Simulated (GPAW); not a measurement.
## SnTe: band structure with PBEsol

The system is SnTe.

```xyz
2
Lattice="0.0000 3.6111 3.6111 3.6111 0.0000 3.6111 3.6111 3.6111 0.0000" Properties=species:S:1:pos:R:3 pbc="T T T"
Te    1.8056    1.8056    1.8056
Sn    0.0000    0.0000    0.0000
```

Measurements of this composition are mostly on another form, of space group No. 225.

| Item | Value |
| --- | --- |
| Program | GPAW 26.7.0 |
| Task | band structure |
| Functional | PBEsol |
| Potentials or basis | PAW data sets generated in the run's folder for this functional |
| Cutoff | 600 eV |
| Basis | pw |
| k mesh | 7 × 7 × 7 |
| Occupations | fermi-dirac, width 0.05 eV |
| Spin | spin-orbit coupling, no magnetisation |
| Maxiter | 150 |
| Band path | GXWKGLUWLK,UX |
| Band points | 100 |
| spin axis theta (degrees) | 0 |
| spin axis phi (degrees) | 0 |
| Soc after scf | second variation |

```yaml
Pressure: -1.5 GPa
Band_gap_along_the_path: none (metal or under the smearing width)
```

Levels at the corners of the path, in eV from the Fermi level:
```
point  band 18  band 19  band 20  band 21  band 22  band 23
    Γ    -1.72    -1.72    -1.72     0.52     0.52     1.11
    X    -3.09    -0.75    -0.75    -0.01    -0.01     3.77
    W    -3.30    -0.33     0.23     1.03     1.42     2.08
    K    -2.96    -0.72    -0.47     1.04     1.05     2.89
    Γ    -1.72    -1.72    -1.72     0.52     0.52     1.11
    L    -2.28    -2.12    -2.12     1.52     1.52     1.91
    U    -2.96    -0.72    -0.47     1.04     1.05     2.89
    W    -3.30    -0.33     0.23     1.03     1.42     2.08
    L    -2.28    -2.12    -2.12     1.52     1.52     1.91
    K    -2.96    -0.72    -0.47     1.04     1.05     2.89
    U    -2.96    -0.72    -0.47     1.04     1.05     2.89
    X    -3.09    -0.75    -0.75    -0.01    -0.01     3.77
```

It took 2.3 min on 1 thread of Arm Neoverse V2, with other jobs on the host, peak memory 0.5 GiB.

Caveat: spin-orbit coupling was added after a scalar SCF, so levels and gaps hold it while energy, forces, pressure and moments don't; this program's spin-orbit splittings come out too wide for heavy elements.
